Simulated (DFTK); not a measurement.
# Au (Fm-3m) in DFTK: notebook

Aim: see how the results for Au move with the level of theory and the settings. Levels: LDA, AM05. Tasks: band structure, equation of state.

All numbers are computed with DFTK 0.8.2; they aren't measurements. Logs are shortened: lines on timing, memory, paths and dates and some standing lists are left out, and cuts for length are marked.

**Measured values to compare with.**

“Exploring toroidal anvil profiles for larger sample volumes above 4 Mbar”, 2024, pmc:11102561 quotes, for a bulk crystal of Au: bulk modulus 167 GPa.

The results are compared with them further down.

## Step 1: The structure

It takes space group Fm-3m (No. 225, cubic). The conventional cell has a = 4.070 Å, b = 4.070 Å, c = 4.070 Å, α = 90.00°, β = 90.00°, γ = 90.00°. Around Au (site symmetry m-3m) lie 12 Au at 2.88 Å.

## Step 2: Band structure, LDA

File run.jl:

```julia
using DFTK
using PseudoPotentialData
using Unitful, UnitfulAtomic
using LinearAlgebra, Printf
include("save.jl")
disable_threading()

lines     = readlines("Au.xyz")
cell_ang  = reshape(parse.(Float64, split(match(r"Lattice=\"([^\"]+)\"", lines[2])[1])), 3, 3)
lattice   = austrip(1u"Å") * cell_ang
symbols   = [Symbol(split(l)[1]) for l in lines[3:end]]
positions = [round.(cell_ang \ parse.(Float64, split(l)[2:4]); digits=9) for l in lines[3:end]]
pseudopotentials = PseudoFamily("cp2k.nc.sr.lda.v0_1.semicore.gth")
elements = Dict(s => ElementPsp(s, pseudopotentials) for s in unique(symbols))
atoms    = [elements[s] for s in symbols]

build_model(lattice, positions; symmetries=true) =
    model_DFT(lattice, atoms, positions;
              functionals=LDA(),
              temperature=austrip(0.05u"eV"),
              smearing=Smearing.FermiDirac(),
              symmetries)
Ecut  = 32.0  # hartree
kgrid = [11, 11, 11]
tol   = 1e-6
to_GPa = ustrip(uconvert(u"GPa", 1u"hartree/bohr^3"))

model = build_model(lattice, positions)
basis = PlaneWaveBasis(model; Ecut, kgrid)
display(basis)
scfres = self_consistent_field(basis;
                               tol,
                               nbandsalg=AdaptiveBands(model; n_bands_converge=10))
display(scfres.energies)
@printf "Fermi level: %.6f eV\n" ustrip(auconvert(u"eV", something(scfres.εF, NaN)))
forces = compute_forces_cart(scfres)
println("Forces (eV/Å)")
for (s, f) in zip(symbols, forces)
    @printf "%-3s %12.6f %12.6f %12.6f\n" s ustrip.(auconvert.(u"eV/Å", f))...
end
stress = compute_stresses_cart(scfres)
println("Stress (GPa)")
display(round.(stress * to_GPa; digits=4))
println("Levels at the first k-point (eV): ", round.(ustrip.(auconvert.(u"eV", scfres.eigenvalues[1][1:scfres.n_bands_converge])); digits=4))
save_scf!(scfres; forces, stress)

points = Dict("G" => [0.0, 0.0, 0.0], "K" => [0.375, 0.375, 0.75], "L" => [0.5, 0.5, 0.5], "U" => [0.625, 0.25, 0.625], "W" => [0.5, 0.25, 0.75], "X" => [0.5, 0.0, 0.5])
segments = [("G", "X", 7), ("X", "W", 4), ("W", "K", 3), ("K", "G", 7), ("G", "L", 6), ("L", "U", 4), ("U", "W", 3), ("W", "L", 5), ("L", "K", 4), ("U", "X", 3)]
kcoords = vcat([[points[a] + t * (points[b] - points[a]) for t in range(0, 1, n)] for (a, b, n) in segments]...)
bands = compute_bands(scfres, ExplicitKpoints(kcoords); n_bands=12, tol=1e-5)
for (k, ε) in zip(bands.basis.kpoints, bands.eigenvalues)
    @printf "%d %8.4f %8.4f %8.4f " k.spin k.coordinate...
    println(join([@sprintf("%9.4f", e) for e in ustrip.(auconvert.(u"eV", ε .- scfres.εF))]))
end
results["band_energies"] = rows(bands.eigenvalues); results["band_kpoints"] = rows(kcoords)
```

File Au.xyz:

```xyz
1
Lattice="0.0000000000 2.0350000000 2.0350000000 2.0350000000 0.0000000000 2.0350000000 2.0350000000 2.0350000000 0.0000000000" Properties=species:S:1:pos:R:3 pbc="T T T"
Au     0.0000000000      0.0000000000      0.0000000000
```

Potentials or basis: cp2k.nc.sr.lda.v0_1.semicore.gth (LDA, GTH).

Started as:

```sh
> julia --threads=1 run.jl  # save.jl only writes the numbers to a file and isn't shown; printed stress counts tension as positive; times include loading and compiling
```

The log of the run:

```text
PlaneWaveBasis discretization:

    Ecut                 : 32.0 Ha
    fft_size             : (30, 30, 30), 27000 total points
    kgrid                : MonkhorstPack([11, 11, 11])
    num.   red. kpoints  : 1331
    num. irred. kpoints  : 56

    Discretized Model(lda_x+lda_c_pw, 3D):
        lattice (in Bohr)    : [0         , 3.84559   , 3.84559   ]
                               [3.84559   , 0         , 3.84559   ]
                               [3.84559   , 3.84559   , 0         ]
        unit cell volume     : 113.74 Bohr³

        atoms                : Au
        pseudopot. family    : PseudoFamily("cp2k.nc.sr.lda.v0_1.semicore.gth")

        num. electrons       : 11
        spin polarization    : none
        temperature          : 0.0018375 Ha
        smearing             : DFTK.Smearing.FermiDirac()

        terms                : Kinetic()
                               AtomicLocal()
                               AtomicNonlocal()
                               Ewald(nothing)
                               PspCorrection()
                               Hartree()
                               Xc(lda_x, lda_c_pw)
                               Entropy()
n     Energy            log10(ΔE)   log10(Δρ)   Diag   Δtime
---   ---------------   ---------   ---------   ----   ------
  1   -32.92957571006                   -0.07    4.3    4.50s
  2   -33.28777615916       -0.45       -0.82    2.8    3.30s
  3   -33.30474774411       -1.77       -1.15    2.1    4.06s
  4   -33.30681111517       -2.69       -1.60    1.2    1.80s
  5   -33.30687649802       -4.18       -2.62    1.0    2.58s
  6   -33.30688047923       -5.40       -2.96    2.3    2.45s
  7   -33.30688109869       -6.21       -3.68    1.0    2.65s
  8   -33.30688112644       -7.56       -3.95    2.0    2.25s
  9   -33.30688113549       -8.04       -4.45    1.0    2.34s
 10   -33.30688113648       -9.01       -5.76    2.0    2.19s
 11   -33.30688113649      -10.75       -6.28    2.9    3.59s
Energy breakdown (in Ha):
    Kinetic             23.7175522
    AtomicLocal         -7.6128317
    AtomicNonlocal      -17.6559151
    Ewald               -36.0652024
    PspCorrection       5.9568804
    Hartree             3.5600751
    Xc                  -5.2073927
    Entropy             -0.0000470

    total               -33.306881136494
Fermi level: 1.264823 eV
Forces (eV/Å)
Au     -0.000000    -0.000000     0.000000
Stress (GPa)
3×3 StaticArraysCore.SMatrix{3, 3, Float64, 9} with indices SOneTo(3)×SOneTo(3):
 -2.0213   0.0      0.0
  0.0     -2.0213   0.0
  0.0      0.0     -2.0213
Levels at the first k-point (eV): [-8.8496, -3.5515, -3.5515, -3.5515, -1.9959, -1.9959, 17.2588, 20.7928, 20.7928, 20.7928]
1   0.0000   0.0000   0.0000  -10.1144  -4.8164  -4.8164  -4.8164  -3.2607  -3.2607  15.9940  19.5280  19.5280  19.5280  23.7538  28.8542
1   0.0833   0.0000   0.0833   -9.7902  -4.9826  -4.6663  -4.6663  -3.4405  -3.1860  16.3840  18.4860  19.1073  19.1073  25.0909  26.9961
1   0.1667   0.0000   0.1667   -8.8726  -5.4133  -4.2275  -4.2275  -3.8706  -2.9778  17.3434  17.4186  17.5428  17.5428  21.7159  26.4903
1   0.2500   0.0000   0.2500   -7.6569  -5.9539  -4.1158  -3.5431  -3.5431  -2.6834  15.1368  15.1368  16.9295  16.9863  18.7522  27.7797
1   0.3333   0.0000   0.3333   -7.0378  -6.4498  -3.1350  -2.7187  -2.7187  -2.3763  12.3315  12.7352  12.7352  17.1452  19.9779  30.2728
1   0.4167   0.0000   0.4167   -7.1377  -6.7891  -2.1426  -1.9766  -1.9766  -0.8226   8.1772  10.9482  10.9482  17.5716  20.7960  31.5384
[... 38 lines left out ...]
1   0.5625   0.1250   0.5625   -7.0243  -6.6844  -2.6430  -2.3369  -1.7814   2.3217   5.3973   9.0882  10.9909  18.6576  21.8049  30.2636
1   0.5000   0.0000   0.5000   -7.2379  -6.9089  -2.0551  -1.6610  -1.6610   0.9546   5.8348  10.2708  10.2708  17.7859  21.0776  31.1026
```

It took 69 s on 1 thread of Intel Xeon Platinum 8259CL at 2.50GHz (Skylake/Cascade Lake), shared host; peak memory 1.4 GiB.

The run converged, but some of its settings lie outside the range that counts as converged, so its numbers aren't taken as properties of the crystal.

What came out:

```yaml
Free_energy: -906.3264 eV
Band_gap_on_the_k_mesh: none (metal or under the smearing width)
```

Caveat: the cutoff is short for these potentials, so energies and forces aren't converged, fitted volumes are rough and the log's stress (off by 3 to 10 GPa or more in trials) isn't used; spin-orbit coupling is left out, which moves the levels of the heavy elements.

## Step 3: Equation of state, AM05

File run.jl:

```julia
using DFTK
using PseudoPotentialData
using Unitful, UnitfulAtomic
using LinearAlgebra, Printf
include("save.jl")
disable_threading()

lines     = readlines("POSCAR")
lattice   = austrip(1u"Å") * parse(Float64, lines[2]) * hcat([parse.(Float64, split(l)) for l in lines[3:5]]...)
symbols   = vcat([fill(Symbol(s), parse(Int, n)) for (s, n) in zip(split(lines[6]), split(lines[7]))]...)
positions = [parse.(Float64, split(l)[1:3]) for l in lines[9:8+length(symbols)]]
pseudopotentials = Dict(:Au => "Au.upf")
elements = Dict(s => ElementPsp(s, pseudopotentials; rcut=10.0) for s in unique(symbols))
atoms    = [elements[s] for s in symbols]

build_model(lattice, positions; symmetries=true) =
    model_DFT(lattice, atoms, positions;
              functionals=[:gga_x_am05, :gga_c_am05],
              temperature=austrip(0.05u"eV"),
              smearing=Smearing.FermiDirac(),
              symmetries)
Ecut  = 35.0  # hartree
kgrid = [8, 8, 8]
tol   = 1e-6
to_GPa = ustrip(uconvert(u"GPa", 1u"hartree/bohr^3"))

results["points"] = []
for scale in [0.94, 0.96, 0.98, 1.0, 1.02, 1.04, 1.06]
    println("\n=== scale = ", scale)
    model = build_model(cbrt(scale) * lattice, positions)
    basis = PlaneWaveBasis(model; Ecut, kgrid)
    t0 = time()
    scfres = self_consistent_field(basis;
                                   tol,
                                   nbandsalg=AdaptiveBands(model; n_bands_converge=14))
    seconds = time() - t0
    @printf "SCF: %d iterations, %.1f s\n" scfres.n_iter seconds
    forces = compute_forces_cart(scfres)
    stress = compute_stresses_cart(scfres)
    @printf "V = %.5f Å^3  F = %.8f Ha  max force = %.5f eV/Å  p = %.4f GPa\n" ustrip(auconvert(u"Å^3", model.unit_cell_volume)) scfres.energies.total ustrip(auconvert(u"eV/Å", maximum(norm, forces))) (-tr(stress) / 3 * to_GPa)
    push!(results["points"], save_scf!(scfres; forces, stress, d=Dict{String,Any}("seconds" => seconds, "n_matvec" => get(scfres, :n_matvec, 0))))
end

# third-order Birch-Murnaghan fit in x = V^(-2/3)
V = [0.94, 0.96, 0.98, 1.0, 1.02, 1.04, 1.06] * abs(det(lattice))
E = [p["total"] for p in results["points"]]
x = V .^ (-2 / 3)
c = [x .^ 0 x x .^ 2 x .^ 3] \ E
Δ = c[3]^2 - 3c[2] * c[4]
if Δ > 0
    x0 = (-c[3] + sqrt(Δ)) / 3c[4]
    B0 = 4 / 9 * x0^(7 / 2) * (2c[3] + 6c[4] * x0)
    @printf "V0 = %.4f Å^3  B0 = %.2f GPa\n" ustrip(auconvert(u"Å^3", x0^(-3 / 2))) B0 * to_GPa
end
```

File POSCAR:

```
Au
1.0
    0.0000000000      2.0350000000      2.0350000000
    2.0350000000      0.0000000000      2.0350000000
    2.0350000000      2.0350000000      0.0000000000
Au
1
Direct
    0.0000000000      0.0000000000      0.0000000000
```

Potentials or basis: SG15 1.2 (PBE).

Started as:

```sh
> julia --threads=1 run.jl  # save.jl only writes the numbers to a file and isn't shown; printed stress counts tension as positive; times include loading and compiling
```

Wall time 6.3 min (1 thread of Intel Xeon Platinum 8259CL at 2.50GHz (Skylake/Cascade Lake), shared host); peak memory 1.5 GiB.

The run converged. Its results:

- Equilibrium volume: 17.06 Å³/atom
- Bulk modulus: 172 GPa
- Pressure derivative of the bulk modulus: 5.8

Energy against volume, from the lowest point:
```csv
volume (Å³/atom),energy (meV/atom)
15.843,54.30
16.181,26.73
16.518,9.29
16.855,0.75
17.192,0.00
17.529,6.05
17.866,18.03
```

Caveat: the potentials were made for another functional, which shifts forces and pressure. Spin-orbit coupling is left out, which matters for the levels of Au.

## Step 4: For comparison

An earlier run on the cell as given: functional PBE; potentials or basis dojo.nc.sr.pbe.v0_4_1.standard.upf (PBE); cutoff 1034 eV; k mesh 11 × 11 × 11; occupations fermi-dirac, width 0.05 eV; no spin polarisation.

* Pressure: 10.3 GPa
* Band gap on the k mesh: none (metal or under the smearing width)

## Step 5: How close it comes

Step 3. A measured bulk modulus of Au is 167 GPa (quoted in “Exploring toroidal anvil profiles for larger sample volumes above 4 Mbar”, 2024, pmc:11102561); the calculated 172 GPa misses it by +3.2 %. The fit is for a static lattice scaled at fixed shape and fixed fractional positions.
